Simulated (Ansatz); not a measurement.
The system is BaTiO3.

```
Ba Ti O
1.0
     4.00730    0.00000    0.00000
     0.00000    4.00730    0.00000
     0.00000    0.00000    4.00730
Ba Ti O
1 1 3
Direct
  0.50903 0.45529 0.50668
  0.94374 0.06998 0.95431
  0.52053 0.00683 0.05543
  0.01265 0.49197 0.05272
  0.01405 0.97593 0.43085
```

Base run:

```yaml
Program: Ansatz 0.2.0
Functional: PBE
Potentials_or_basis: Ansatz PAW
Cutoff: 500 eV
Density_cutoff: 2000 eV
k_mesh: 7 × 7 × 7
Occupations: fermi-dirac, width 0.05 eV
Spin: no spin polarisation
```

Its results: band gap on the k mesh 2.80 eV, indirect (least direct gap 2.98 eV); pressure 12.0 GPa; largest force 4.301 eV/Å.

The run is repeated on the same cell with these changes: cutoff from 500 eV to 420 eV (not typed: the program's choice for these potentials); hubbard terms from none to Ti d U = 5 eV; hubbard projectors from none to ortho-atomic (the default). What comes out?

Band gap on the k mesh 3.21 eV, indirect (least direct gap 3.34 eV); pressure 14.2 GPa; largest force 4.953 eV/Å.

Caveats: spin-orbit coupling is left out, which moves the levels of the heavy elements; forces of over 1 eV/Å show positions far from the minimum, so gaps and moduli don't describe the material at rest; odd divisions of the mesh miss points on the zone boundary, where band edges often lie, so the gap on the mesh can be too wide (some runs).
